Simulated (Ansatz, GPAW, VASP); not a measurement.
## Mg: programs and potentials compared

```
CELL_PARAMETERS angstrom
3.20930 0.00000 0.00000
-1.60465 2.77934 0.00000
0.00000 0.00000 5.21030
ATOMIC_POSITIONS crystal
Mg 0.66667 0.33333 0.75000
Mg 0.33333 0.66667 0.25000
```

Alike in all runs: task single point; functional PBE; k mesh 10 × 10 × 5; occupations gaussian, width 0.025 eV; no spin polarisation; no spin-orbit coupling. Pressure is positive in compression and, in plane waves, holds the error of the finite cutoff, which Ansatz's Pulay term estimates and takes out.

```csv
program and potentials,plane-wave cutoff (eV),notes,pressure (GPa)
"Ansatz, Ansatz PAW",420,10 valence electrons an atom on average,?
"VASP, PBE PAW files Mg, 520 eV",520,2 valence electrons an atom on average,-0.57
"GPAW, GPAW PAW data sets (gpaw-data 1.2.1)",800,10 valence electrons an atom on average,-0.52
"Ansatz, all-electron LAPW, scalar-relativistic",-,-,-0.46
```

Estimate from the other rows what the run with Ansatz, Ansatz PAW gave.

Pressure -0.44 GPa. The other rows, which needn't bracket it: pressure -0.57 to -0.46.
